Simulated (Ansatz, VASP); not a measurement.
Two plane-wave programs on BN

```xyz
2
Lattice="0.0000 1.8123 1.8123 1.8123 0.0000 1.8123 1.8123 1.8123 0.0000" Properties=species:S:1:pos:R:3 pbc="T T T"
B     0.0000    0.0000    0.0000
N     2.7185    2.7185    2.7185
```

The cell is a database's computed one.

Alike in both runs: task single point; functional PBE; k mesh 10 × 10 × 10; occupations gaussian, width 0.05 eV; no spin polarisation.

```csv
,VASP,Ansatz
version,VASP 6.6.1,Ansatz 0.2.0
potentials or method,"VASP PAW PBE potentials, release 64 (B, N)","scalar-relativistic, plane waves, PAW"
plane-wave cutoff (eV),520,420
valence electrons in the cell,8,8
```

Ansatz gave:

* gap on the k mesh at the Fermi level (eV): 4.46
* least direct gap on the mesh (eV): 8.79
* pressure (GPa): 0.0

**Question.** Estimate VASP's values.

**Answer.** gap on the k mesh at the Fermi level (eV): 4.45; least direct gap on the mesh (eV): 8.78; pressure (GPa): 0.2.

With one functional, cell and mesh, what is left measures potentials, basis and numerics.

A k mesh can miss the band edges.
